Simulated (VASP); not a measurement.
# BaTiO3 (R3m) in VASP: a series of runs

Aim: see how the results for BaTiO3 move with the level of theory and the settings. Levels: PBEsol, LDA. Tasks: band structure, equation of state.

All numbers are computed with VASP 6.6.1; they aren't measurements. Logs are shortened: lines on timing, memory, paths and dates and some standing lists are left out, and cuts for length are marked.

### Step 1. The crystal as given

Symmetry: R3m, No. 160, trigonal system. The conventional cell has a = 5.655 Å, b = 5.655 Å, c = 6.955 Å, α = 90.00°, β = 90.00°, γ = 120.00°. Ba (site symmetry 3m) has 12 O at 2.79 to 2.89 Å as nearest neighbours. Ti (site symmetry 3m) has 6 O at 1.87 to 2.14 Å as nearest neighbours. Around O (site symmetry m) lie 2 Ti at 1.87 to 2.14 Å.

### Step 2. Band structure, PBEsol

POSCAR

```
BaTiO3
1.0
    2.8273666084      1.6323808724      2.3183934932
   -2.8273666084      1.6323808724      2.3183934932
    0.0000000000     -3.2647617449      2.3183934932
Ba Ti O
1 1 3
Direct
    0.0000000000      0.0000000000      0.0000000000
    0.4845000000      0.4845000000      0.4845000000
    0.5086000000      0.0175000000      0.5086000000
    0.0175000000      0.5086000000      0.5086000000
    0.5086000000      0.5086000000      0.0175000000
```

INCAR.step1

```
PREC     = Accurate       # precision mode
ENCUT    = 520            # plane-wave cutoff, eV
EDIFF    = 1E-7           # SCF threshold, eV
ISMEAR   = 0              # smearing method
SIGMA    = 0.02           # smearing width, eV
LREAL    = F              # projectors in reciprocal space
LASPH    = T              # aspherical terms in the spheres
NELM     = 80             # most SCF steps
ALGO     = Normal         # electronic algorithm
ISIF     = 2              # what is computed and relaxed
LWAVE    = F              # write WAVECAR
LCHARG   = T              # write CHGCAR
LMAXMIX  = 4              # l up to which the mixer works
GGA      = PS             # functional
NBANDS   = 28             # bands
KPAR     = 2
```

KPOINTS.step1

```
Automatic mesh
0
Gamma
  8 8 8
```

INCAR.step2

```
PREC     = Accurate       # precision mode
ENCUT    = 520            # plane-wave cutoff, eV
EDIFF    = 1E-7           # SCF threshold, eV
ISMEAR   = 0              # smearing method
SIGMA    = 0.05           # smearing width, eV
LREAL    = F              # projectors in reciprocal space
LASPH    = T              # aspherical terms in the spheres
NELM     = 80             # most SCF steps
ALGO     = Normal         # electronic algorithm
ISIF     = 2              # what is computed and relaxed
LWAVE    = F              # write WAVECAR
LCHARG   = F              # write CHGCAR
LMAXMIX  = 4              # l up to which the mixer works
GGA      = PS             # functional
NBANDS   = 28             # bands
ICHARG   = 11             # starting density
KPAR     = 2
```

KPOINTS.step2

```
path GLB1,BZGX,QFP1Z,LP
20
line-mode
reciprocal
 0.0000000000  0.0000000000  0.0000000000  G
 0.5000000000  0.0000000000  0.0000000000  L

 0.5000000000  0.0000000000  0.0000000000  L
 0.5000000000  0.4971712123 -0.4971712123  B1

 0.5028287877  0.5000000000  0.4971712123  B
 0.5000000000  0.5000000000  0.5000000000  Z

 0.5000000000  0.5000000000  0.5000000000  Z
 0.0000000000  0.0000000000  0.0000000000  G

 0.0000000000  0.0000000000  0.0000000000  G
 0.4985856061  0.0000000000 -0.4985856061  X

 0.5014143939  0.4985856061  0.0000000000  Q
 0.5000000000  0.5000000000  0.0000000000  F

 0.5000000000  0.5000000000  0.0000000000  F
 0.5014143939  0.5014143939  0.4971712123  P1

 0.5014143939  0.5014143939  0.4971712123  P1
 0.5000000000  0.5000000000  0.5000000000  Z

 0.5000000000  0.0000000000  0.0000000000  L
 0.5028287877  0.4985856061  0.4985856061  P
```

Potentials or basis: VASP PAW PBE potentials, release 64 (Ba_sv, Ti_sv, O).

Launch:

```sh
$ cat potpaw_PBE.64/Ba_sv/POTCAR potpaw_PBE.64/Ti_sv/POTCAR potpaw_PBE.64/O/POTCAR > POTCAR
$ cp INCAR.step1 INCAR
$ cp KPOINTS.step1 KPOINTS
$ mpirun -np 2 vasp_std > vasp.out
$ cp INCAR.step2 INCAR
$ cp KPOINTS.step2 KPOINTS
$ mpirun -np 2 vasp_std > vasp.out
```

OUTCAR:

```text
PREC = Accurate
   ENCUT = 520
   EDIFF = 1E-7
   ISMEAR = 0
   LREAL = F
   LASPH = T
   NELM = 80
   ISIF = 2
   GGA = PS
   ICHARG = 11

 ion  position               nearest neighbor table
   1  0.000  0.000  0.000-   5 2.79   4 2.79   3 2.79   4 2.83   3 2.83   4 2.83   3 2.83   5 2.83
                             5 2.83   5 2.89   4 2.89   3 2.89   2 3.37   2 3.43   2 3.43   2 3.43
   2  0.484  0.484  0.484-   3 1.87   4 1.87   5 1.87   3 2.14   4 2.14   5 2.14   1 3.37   1 3.43
                             1 3.43   1 3.43   1 3.50   1 3.50   1 3.50   1 3.59
   3  0.509  0.017  0.509-   2 1.87   2 2.14   1 2.79   1 2.83   1 2.83   1 2.89
   4  0.017  0.509  0.509-   2 1.87   2 2.14   1 2.79   1 2.83   1 2.83   1 2.89
   5  0.509  0.509  0.017-   2 1.87   2 2.14   1 2.79   1 2.83   1 2.83   1 2.89

  LATTYP: Found a trigonal (rhomboedric) cell.
 ALAT       =     4.0042000000
 COS(alpha) =     0.0028448828

  Lattice vectors:

 A1 = (   2.8273666084,   1.6323808724,   2.3183934932)
 A2 = (  -2.8273666084,   1.6323808724,   2.3183934932)
 A3 = (   0.0000000000,  -3.2647617449,   2.3183934932)

Analysis of symmetry for initial positions (statically):
=====================================================================
 Subroutine PRICEL returns:
 Original cell was already a primitive cell.

 Routine SETGRP: Setting up the symmetry group for a
 trigonal (rhombohedral) supercell.

 Subroutine GETGRP returns: Found  6 space group operations
 (whereof  6 operations were pure point group operations)
 out of a pool of 12 trial point group operations.

The static configuration has the point symmetry C_3v.

Analysis of symmetry for dynamics (positions and initial velocities):
=====================================================================
 Subroutine PRICEL returns:
 Original cell was already a primitive cell.

 Routine SETGRP: Setting up the symmetry group for a
 trigonal (rhombohedral) supercell.

 Subroutine GETGRP returns: Found  6 space group operations
 (whereof  6 operations were pure point group operations)
 out of a pool of 12 trial point group operations.

The dynamic configuration has the point symmetry C_3v.

 Subroutine INISYM returns: Found  6 space group operations
 (whereof  6 operations are pure point group operations),
 and found     1 'primitive' translations

----------------------------------------------------------------------------------------

[... 92 lines left out ...]
   LREAL  =      F    real-space projection
   EDIFFG = 0.1E-05   stopping-criterion for IOM
   NSW    =      0    number of steps for IOM
   IBRION =     -1    ionic relax: 0-MD 1-quasi-New 2-CG
   NFREE  =      0    steps in history (QN), initial steepest desc. (CG)
   ISIF   =      2    stress and relaxation
   ISYM   =      2    0-nonsym 1-usesym 2-fastsym
   POTIM  = 0.5000    time-step for ionic-motion
   TEBEG  =    0.0;   TEEND  =   0.0 temperature during run
   PSTRESS=    0.0 pullay stress
   NELECT =      40.0000    total number of electrons
   NUPDOWN=      -1.0000    fix difference up-down
   EMIN   =  10.00;   EMAX   =-10.00  energy-range for DOS
   EFERMI =   0.00;   METHOD = LEGACY
   ISMEAR =     0;   SIGMA  =   0.05  broadening in eV -4-tet -1-fermi 0-gaus
   EFERMI_NEDOS =   21; number of points for ismear=-14 and -15
   IALGO  =     38    algorithm
   IMIX   =      4    mixing-type and parameters
     AMIX     =   0.40;   BMIX     =  1.00
     AMIX_MAG =   1.60;   BMIX_MAG =  1.00
  volume/ion in A,a.u.               =      12.84        86.65
  Fermi-wavevector in a.u.,A,eV,Ry     =   1.398237  2.642285 26.600301  1.955067
  Thomas-Fermi vector in A             =   2.521415
   LORBIT       =      0    0 simple, 1 ext, 2 COOP (PROOUT), +10 PAW based schemes
   GGA     = PS    functional components
   LHFCALC =     F    Hartree Fock is set to
   AEXX    =    0.0000 exact exchange contribution
   IVDW    =     0    specifies the selected vdW correction
   LEPSILON=     F    determine dielectric tensor
   LRPA    =     F    only Hartree local field effects (RPA)
 non-spin polarized calculation
 Gauss-broadening in eV      SIGMA  =   0.05
  energy-cutoff  :      520.00
  volume of cell :       64.20
 maximum number of plane-waves:      1758
 NGX is ok and might be reduce to    30

 number of electron      39.9999998 magnetization

 Free energy of the ion-electron system (eV)
  ---------------------------------------------------
  ext. energy  EPLUGINS =         0.00000000
  ---------------------------------------------------
  free energy    TOTEN  =       -42.18871561 eV

  energy without entropy =      -42.18871561  energy(sigma->0) =      -42.18871561

 E-fermi :   3.9843     XC(G=0): -11.4933

 val. band max:        3.6248645419   @ k =   0.5000   0.5000   0.5000
 cond. band min:       5.9611949305   @ k =   0.0000   0.0000   0.0000
 fundamental gap:      2.3363303886
 Fermi energy:         3.9843161420

 k-point     1 :       0.0000    0.0000    0.0000
  band No.  band energies     occupation
      1     -52.4019      2.00000
      2     -28.7730      2.00000
      3     -28.7730      2.00000
      4     -28.7678      2.00000
      5     -21.1279      2.00000
      6     -13.1236      2.00000
[... 733 lines left out ...]
     27      11.3117      0.00000
     28      12.0412      0.00000

 [... further k-points ...]

------------------------ aborting loop because EDIFF is reached ----------------------------------------

  FORCE on cell =-STRESS in cart. coord.  units (eV):
  Direction    XX          YY          ZZ          XY          YZ          ZX
  --------------------------------------------------------------------------------------
  -------------------------------------------------------------------------------------
  Total        4.2862952      4.2862952      3.6939918     -0.0000000     -0.0000000      0.0000000
  in kB      106.9672036    106.9672036     92.1858980     -0.0000000     -0.0000000      0.0000000
  external PRESSURE =     102.0401017 kB  Pullay stress =       0.0000000 kB

 VOLUME and BASIS-vectors are now :
 -----------------------------------------------------------------------------
  energy-cutoff  :      520.00
  volume of cell :       64.20
      direct lattice vectors                 reciprocal lattice vectors
     2.827366608  1.632380872  2.318393493     0.176843002  0.102100355  0.143777721
    -2.827366608  1.632380872  2.318393493    -0.176843002  0.102100355  0.143777721
     0.000000000 -3.264761745  2.318393493     0.000000000 -0.204200710  0.143777721

 POSITION                                       TOTAL-FORCE (eV/Angst)
 -----------------------------------------------------------------------------------
      0.00000      0.00000      0.00000         0.000000      0.000000     -0.485946
      0.00000     -0.00000      3.36978         0.000000     -0.000000      0.773445
      1.38852     -0.80166      2.39884        -0.279941      0.161624     -0.095833
     -1.38852     -0.80166      2.39884         0.279941      0.161624     -0.095833
      0.00000      1.60332      2.39884         0.000000     -0.323248     -0.095833
 -----------------------------------------------------------------------------------
    total drift:                                0.000000     -0.000001     -0.024321

  FREE ENERGIE OF THE ION-ELECTRON SYSTEM (eV)
  ---------------------------------------------------
  free  energy   TOTEN  =       -42.1887156105 eV

  energy  without entropy=      -42.1887156105  energy(sigma->0) =      -42.18871561
```

OSZICAR.step1:

```text
N       E                     dE             d eps       ncg     rms          rms(c)
DAV:   1     0.438036468284E+03    0.43804E+03   -0.20777E+04  3640   0.155E+03
DAV:   2    -0.298254589153E+01   -0.44102E+03   -0.41952E+03  4124   0.430E+02
DAV:   3    -0.497020746485E+02   -0.46720E+02   -0.46255E+02  5092   0.137E+02
DAV:   4    -0.518778940543E+02   -0.21758E+01   -0.21711E+01  5480   0.256E+01
DAV:   5    -0.519344866576E+02   -0.56593E-01   -0.56582E-01  4888   0.334E+00    0.242E+01
DAV:   6    -0.422059595692E+02    0.97285E+01   -0.51929E+01  5480   0.671E+01    0.101E+01
DAV:   7    -0.421805313086E+02    0.25428E-01   -0.10087E+01  4904   0.231E+01    0.747E+00
DAV:   8    -0.419976215528E+02    0.18291E+00   -0.79644E-01  4436   0.868E+00    0.293E+00
DAV:   9    -0.420241895714E+02   -0.26568E-01   -0.22413E-01  5072   0.326E+00    0.129E+00
DAV:  10    -0.420067323227E+02    0.17457E-01   -0.10279E-01  4344   0.341E+00    0.358E-01
DAV:  11    -0.420061872119E+02    0.54511E-03   -0.43834E-03  4556   0.545E-01    0.698E-02
DAV:  12    -0.420063058427E+02   -0.11863E-03   -0.59964E-04  4904   0.206E-01    0.101E-01
DAV:  13    -0.420061909307E+02    0.11491E-03   -0.44547E-04  4360   0.226E-01    0.147E-02
DAV:  14    -0.420061918469E+02   -0.91627E-06   -0.27204E-05  4592   0.480E-02    0.944E-03
DAV:  15    -0.420061908107E+02    0.10362E-05   -0.78627E-06  5360   0.258E-02    0.237E-03
DAV:  16    -0.420061906927E+02    0.11799E-06   -0.61435E-07  4164   0.773E-03    0.942E-04
DAV:  17    -0.420061906848E+02    0.78740E-08   -0.67802E-08  2628   0.288E-03
   1 F= -.42006191E+02 E0= -.42006191E+02  d E =-.113345E-24
```

It took 1.7 min on 2 MPI ranks of Intel Xeon Platinum 8488C (Sapphire Rapids), shared host; peak memory 0.39 GiB.

Results:

```
Band gap on the k mesh  : 2.34 eV, indirect (least direct gap 2.74 eV)
Band gap along the path : 2.34 eV, indirect (least direct gap 2.71 eV)
```

Levels at the corners of the path, in eV from the valence-band top:
```csv
point,band 17,band 18,band 19,band 20,band 21,band 22,band 23,band 24
Γ,-1.08,-0.54,-0.40,-0.40,2.34,2.34,2.48,4.51
L,-1.71,-1.66,-0.97,-0.84,2.52,3.78,3.88,4.48
L,-1.71,-1.66,-0.97,-0.84,2.52,3.78,3.88,4.48
B1,-2.36,-0.02,-0.02,0.00,4.33,4.49,4.49,6.53
B,-2.36,-0.02,-0.02,0.00,4.33,4.49,4.49,6.53
Z,-2.36,-0.02,-0.02,0.00,4.33,4.49,4.49,6.53
Z,-2.36,-0.02,-0.02,0.00,4.33,4.49,4.49,6.53
Γ,-1.08,-0.54,-0.40,-0.40,2.34,2.34,2.48,4.51
Γ,-1.08,-0.54,-0.40,-0.40,2.34,2.34,2.48,4.51
X,-1.64,-0.90,-0.85,-0.10,3.86,3.86,4.19,5.07
Q,-1.64,-0.90,-0.85,-0.10,3.86,3.86,4.19,5.07
F,-1.64,-0.90,-0.85,-0.10,3.86,3.86,4.19,5.07
F,-1.64,-0.90,-0.85,-0.10,3.86,3.86,4.19,5.07
P1,-2.36,-0.02,-0.02,0.00,4.33,4.49,4.49,6.53
P1,-2.36,-0.02,-0.02,0.00,4.33,4.49,4.49,6.53
Z,-2.36,-0.02,-0.02,0.00,4.33,4.49,4.49,6.53
L,-1.71,-1.66,-0.97,-0.84,2.52,3.78,3.88,4.48
P,-2.36,-0.02,-0.02,0.00,4.33,4.49,4.49,6.53
```

Caveat: the log is that of the step along the path at fixed density, whose energy, stress, charges and moments have no meaning; the PAW data sets were made with another functional, which shifts forces and pressure a little; spin-orbit coupling is left out, which moves the levels of the heavy elements.

[end of part 1 of 2]
